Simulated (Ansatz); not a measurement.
# Ti: the cost of one run

Method: DFT r2SCAN, scalar-relativistic, plane waves, PAW, in Ansatz 0.2.0.

This is Ti in the bcc structure; at room conditions it is hcp.

1 further run of the same task is left out (set aside as unsound or not needed).

## 1. The starting structure

The structure is cubic, space group Im-3m (No. 229). Conventional cell: a = 3.252 Å, b = 3.252 Å, c = 3.252 Å, α = 90.00°, β = 90.00°, γ = 90.00°. Around Ti (site symmetry m-3m) lie 8 Ti at 2.82 Å.

As a file:

```xyz
1
Lattice="-1.6259 1.6259 1.6259 1.6259 -1.6259 1.6259 1.6259 1.6259 -1.6259" Properties=species:S:1:pos:R:3 pbc="T T T"
Ti    0.0000    0.0000    0.0000
```

This cell was relaxed beforehand with the same method: volume 17.19 Å³/atom, gap on the mesh none (metal).

## 2. Electronic structure at the relaxed geometry

input.yaml

```yaml
crystal:
  lattice:
    - [-1.6258948694, 1.6258948694, 1.6258948694]
    - [1.6258948694, -1.6258948694, 1.6258948694]
    - [1.6258948694, 1.6258948694, -1.6258948694]
  atoms:
    - { symbol: Ti, position: [0.0, 0.0, 0.0] }
basis:
  ecutwfc: 500
kpoints:
  mp_grid: { grid: [18, 18, 18] }
  band_path:
    path:
      - [[0.0, 0.0, 0.0], [0.5, -0.5, 0.5], [0.0, 0.0, 0.5], [0.0, 0.0, 0.0], [0.25, 0.25, 0.25], [0.5, -0.5, 0.5]]
      - [[0.25, 0.25, 0.25], [0.0, 0.0, 0.5]]
    npoints: 14
hamiltonian:
  xc: r2scan
scf:
  occupations: { method: gaussian, width: 0.1 }
  n_extra_bands: 6
output:
  forces: true
  stress: true
  eigenvalues: true
  populations: true
  dos: { projected: true, de: 0.02, nscf_kmesh: { grid: [27, 27, 27] } }
  bader: true
```

Launch:

```bash
$ ansatz run input.yaml --threads 1 --pin off --max-ram 2560MiB --backend cpu --events-out ev --progress --plain --runs-dir out
```

Q: Estimate wall time and peak memory on 1 thread of Arm Neoverse V1, shared host.

About 17 s, with a peak of 0.39 GiB.
